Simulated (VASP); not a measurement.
VASP ran on this input.

### KPOINTS
```
Automatic
0
Gamma
12 12 10
0 0 0
```

INCAR:
```
SYSTEM = CoPt
PREC = Accurate
ENCUT = 480
EDIFF = 1E-7
NELM = 100
ALGO = Normal
LREAL = .FALSE.
LASPH = .TRUE.
ISMEAR = 1
SIGMA = 0.1
GGA = PE
LMAXMIX = 6
ISPIN = 2
MAGMOM = 1.9 0.4
LORBIT = 10
LWAVE = .FALSE.
LCHARG = .FALSE.
ISIF = 2
```

**POSCAR**
```
CoPt
1
    2.8006789783     0.0000000000     0.0000000000
    0.0000000000     2.8006789783     0.0000000000
    0.0000000000     0.0000000000     3.7152499215
Co Pt
1 1
Direct
  0.0000000000   0.0000000000   0.0000000000
  0.5000000000   0.5000000000   0.5000000000
```

POTCAR, in this order: Co Pt (PBE.64 set). Program: vasp_std.

**Question.** Translate this PBE calculation to Quantum ESPRESSO's pw.x.

**Answer.** One equivalent input (not run):
```
&CONTROL
  calculation = 'scf'
  pseudo_dir = './pseudo'
  outdir = './out'
  tprnfor = .true.
  tstress = .true.
/
&SYSTEM
  ibrav = 0
  nat = 2
  ntyp = 2
  ecutwfc = 96
  occupations = 'smearing'
  smearing = 'methfessel-paxton'
  degauss = 0.00735
  input_dft = 'pbe'
  nspin = 2
  starting_magnetization(1) = 0.19
  starting_magnetization(2) = 0.04
/
&ELECTRONS
  conv_thr = 7.3e-09
  electron_maxstep = 100
/
ATOMIC_SPECIES
  Co 58.933 Co.upf
  Pt 195.084 Pt.upf
CELL_PARAMETERS angstrom
     2.8006790    0.0000000    0.0000000
     0.0000000    2.8006790    0.0000000
     0.0000000    0.0000000    3.7152499
ATOMIC_POSITIONS crystal
  Co   0.0000000  0.0000000  0.0000000
  Pt   0.5000000  0.5000000  0.5000000
K_POINTS automatic
  12 12 10 0 0 0
```
Limits of the translation: the potentials are each code's own (VASP's PAW set, PseudoDojo norm-conserving files in pw.x), so ENCUT and ecutwfc are chosen apart and not converted; conv_thr bounds pw.x's estimated SCF error, while EDIFF bounds the energy change between steps; starting_magnetization is a fraction of the valence charge and MAGMOM a moment in μB, so they match only roughly.

The compound is CoPt in the L1_0 structure. This cell was strained or had an atom moved on purpose.
